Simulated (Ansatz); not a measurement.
**Ionic part of the dielectric constant of ZrO2, mode by mode**

These are results of DFT PBEsol, scalar-relativistic, plane waves, PAW (Ansatz 0.2.0), not measurements. Cutoff 420 eV, 8×8×8 k-points (Γ-centred), fixed occupations. No spin polarisation. Phonons by linear response, acoustic sum rule imposed.

It takes space group Fm-3m (No. 225, cubic). Conventional cell: a = 5.064 Å, b = 5.064 Å, c = 5.064 Å, α = 90.00°, β = 90.00°, γ = 90.00°. Zr (site symmetry m-3m) has 8 O at 2.19 Å as nearest neighbours. Around O (site symmetry -43m) lie 4 Zr at 2.19 Å.

The primitive cell has V = 32.47 Å³ and ε∞,yy = 5.846. Each polar mode adds Δε = (4.92064×10⁷/V)·S/ν² along y, with S its oscillator strength in e²/amu, ν in cm⁻¹ and V in Å³.

**Question.** From these modes, find each Δε and ε0,yy.
| ν (cm⁻¹) | S_yy (e²/amu) |
| --- | --- |
| 246.3 | 1.393 |

**Answer.**
```csv
ν (cm⁻¹),Δε
246.3,34.82
```

The sum is 34.816, so ε0,yy = 40.66; the run's tensor has 40.66.

**Question.** Where do the longitudinal modes lie for a wave vector along y?

**Answer.** At 649 cm⁻¹. The Lyddane–Sachs–Teller product Π(ν_LO/ν_TO)² = 6.95 matches ε0/ε∞ = 6.95.

This fluorite-type form isn't the usual stable structure of the compound.